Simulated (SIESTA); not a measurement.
Runs of SIESTA 5.4.2 on RuS2 (Laurite). Symmetry: Pa-3, No. 205, cubic system. The conventional cell has a = 5.611 Å, b = 5.611 Å, c = 5.611 Å, α = 90.00°, β = 90.00°, γ = 90.00°. Ru (site symmetry -3) has 6 S at 2.35 Å as nearest neighbours. Around S (site symmetry 3) lie 1 S at 2.17 Å and 3 Ru at 2.35 Å. 

```tsv
task	level	potentials or basis	k mesh	gap on the mesh (eV)	pressure (GPa)	V0 of scaled cells (Å³/atom)	B0 (GPa)	largest force (eV/Å)
equation of state	PBE	PseudoDojo 0.4 standard (PBE files), DZP (energy shift 0.003 Ry; two zetas on semicore shells)	5 × 5 × 5	-	-	15.24	168	-
equation of state	LDA	PseudoDojo 0.4 standard (LDA files), DZP (energy shift 0.003 Ry; two zetas on semicore shells)	4 × 4 × 4	-	-	14.46	203	-
band structure	PBE	PseudoDojo 0.4 standard (PBE files), DZP (energy shift 0.003 Ry; two zetas on semicore shells)	5 × 5 × 5	0.87	6.5	-	-	0.28
single point	PBE	PseudoDojo 0.4 standard (PBE files), DZP (energy shift 0.003 Ry; two zetas on semicore shells)	5 × 5 × 5	0.87	6.5	-	-	0.28
band structure	LDA	PseudoDojo 0.4 standard (LDA files), DZP (energy shift 0.003 Ry; two zetas on semicore shells)	5 × 5 × 5	0.83	-3.5	-	-	(a)
band structure	PBEsol	PseudoDojo 0.4 standard (PBEsol files), DZP (energy shift 0.003 Ry; two zetas on semicore shells)	5 × 5 × 5	0.83	(c)	-	-	(b)
```

Alike in all rows: no spin polarisation; cell as given; smearing fermi-dirac 0.05 eV; grid cutoff 800 Ry; energy shift 0.003 Ry.

Q: Fill in the values left out.

A: (a) 0.40; (b) 0.37; (c) -0.3.

Caveats: the basis of atomic orbitals isn't converged, which shifts pressures, moduli and gaps; the cell was scaled at fixed shape and fractional positions, which overstates the stiffness of a crystal with free parameters, most of all of layers and chains (some runs); an odd mesh through Γ misses points on the zone boundary, where band edges often lie (some runs).

A k mesh can miss the band edges, and the runs leave out spin-orbit coupling on Ru.

Not every run made on this cell is shown here.
